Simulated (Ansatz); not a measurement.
**Point defect: S vacancy in SiS2**

Method: Ansatz, DFT PBE, scalar-relativistic, plane waves, PAW. Run with 420 eV cutoff, 2×2×2 k-mesh, Gaussian smearing of 0.01 eV, no spin polarisation.

Host crystal, relaxed:

```
Si S
1.0
    -3.18465    5.54379    2.79634
     3.18465   -5.54379    2.79634
     3.18465    5.54379   -2.79634
Si S
2 4
Direct
  0.75000 0.75000 0.00000
  0.25000 0.25000 0.00000
  0.89603 0.81856 0.71458
  0.10397 0.18144 0.28542
  0.60397 0.31856 0.92253
  0.39603 0.68144 0.07747
```

Supercell of 48 atoms, rows in host cell vectors: 0 -2 -2; 1 -1 0; -2 -3 -1. Atoms relax at the host's cell, keeping the symmetry that the supercell leaves at the site. The cell is small, so energies carry finite-size errors of tenths of an eV. The host's Kohn–Sham gap is 3.09 eV. Atoms are taken from and returned to the elements' standard states.

Defect: S vacancy at (0.896, 0.819, 0.715) of the host cell.

Task: What is the formation energy of the neutral defect?

Result: 2.27 eV.

Task: Does the neutral defect carry a moment, and how do its surroundings relax?

Result: The neutral run had no spin polarisation, so a moment wasn't tested. The nearest neighbours before are 2 Si at 2.15 Å; after relaxation the atoms near the site are 2 Si at 2.23 Å; the largest move is 0.48 Å.